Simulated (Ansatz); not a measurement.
## AgCl: pressure against volume scale

All results are calculated (Ansatz 0.2.0). Periodic Kohn-Sham DFT of a crystal at fixed atoms, scaled to volume_scale times the given cell; pressure positive in compression, energy less spherical unpolarised free atoms, largest_vzz the field gradient of largest size among the nuclei.

The cell before it is scaled or strained (space group Fm-3m, No. 225):
```
AgCl
1.0
      0.0000     2.7731     2.7731
      2.7731     0.0000     2.7731
      2.7731     2.7731     0.0000
Ag Cl
1 1
Direct
  0.50000 0.50000 0.50000
  0.00000 0.00000 0.00000
```

Settings of every row: method all-electron PAW; functional PBE; relativity scalar; k mesh 8x8x8; filling fermi-dirac; smearing width 0.02 eV; nucleus gaussian.

Atom start moment: 0 on all atoms.

| row | volume scale | V (Å³/atom) | pressure (GPa) |
| --- | --- | --- | --- |
| 1 | 0.94 | 20.046 | 5.25 |
| 2 | 0.96 | 20.472 | 3.889 |
| 3 | 0.98 | 20.899 | ? |
| 4 | 0.99 | 21.114 | 2.135 |
| 5 | 1 | 21.327 | 1.617 |
| 6 | 1.01 | 21.539 | 1.129 |
| 7 | 1.02 | 21.754 | 0.67 |
| 8 | 1.04 | 22.178 | -0.169 |
| 9 | 1.06 | 22.605 | -0.912 |

Question: what pressure should row 3 give?

Worked fit of pressure. Take u = (V_r/V)^(2/3) − 1 with V_r = 21.433 Å³ an atom, which is twice the finite (Eulerian) strain; such expansions in the strain, on which the Birch-Murnaghan equation of state is built, carry the rest volume and the bulk modulus. The shown rows have u = 0.04561, 0.03105, 0.01005, 0.00331, -0.00328, -0.00986, -0.02252, -0.03487. Least squares give pressure = 1.369 + 73.843 × u + 244.17 × u² GPa; a straight line predicts inner rows, each left out in turn, worse (root mean square 0.13 against 0.0055 GPa). The rows lie off it by 0.005, -0.008, -0.001, 0.001, 0.000, 0.005, 0.001, -0.003 (root mean square 0.004 GPa). The pressure vanishes at u = -0.0198, or V = 22.09 Å³ an atom, and there the bulk modulus at fixed shape and fractions is B = −V dP/dV = (2/3)(1 + u) dP/du = 41.9 GPa. The withheld row has u = 0.01696, so the fit gives 1.369 + 73.843 × (0.01696) + 244.17 × (0.01696)² = 2.692 GPa.

The calculation gave 2.684 GPa. The fit lies 0.008 GPa (0.13 % of the column's range) above it; its largest miss of a shown row is 0.008 GPa.
